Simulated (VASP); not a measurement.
Input of a VASP 6.6.1 run:

Contents of INCAR:

```
SYSTEM = V
ALGO     = Normal         ! electronic algorithm
EDIFF    = 1E-7           ! SCF threshold, eV
ENCUT    = 520            ! plane-wave cutoff, eV
GGA      = CA             ! functional
ISIF     = 2              ! what is computed and relaxed
ISMEAR   = 1              ! smearing method
LASPH    = .TRUE.         ! aspherical terms in the spheres
LCHARG   = .TRUE.         ! write CHGCAR
LREAL    = .FALSE.        ! projectors in reciprocal space
LVHAR    = .TRUE.       
LWAVE    = .FALSE.        ! write WAVECAR
NELM     = 120            ! most SCF steps
PREC     = Accurate       ! precision mode
SIGMA    = 0.1            ! smearing width, eV
```

Contents of KPOINTS:

```
k-points
0
G
  20 20 20
  0 0 0
```

POSCAR

```
V                                       
1.0
   -1.4642669482      1.4642669482      1.4642669482
    1.4642669482     -1.4642669482      1.4642669482
    1.4642669482      1.4642669482     -1.4642669482
  V             
     1
Direct
     0.0000000000000000    0.0000000000000000    0.0000000000000000
```

Potentials or basis: VASP PAW LDA potentials, release 64 (V_sv).

The run is started by

```console
$ cat potpaw_LDA.64/V_sv/POTCAR > POTCAR
$ mpirun -np 1 vasp_std > vasp.out
```

(1) What does it give for the band gap on the k mesh?

(2) Estimate the pressure.

Results:

(1) none (metal or under the smearing width).

(2) 0.0 GPa.
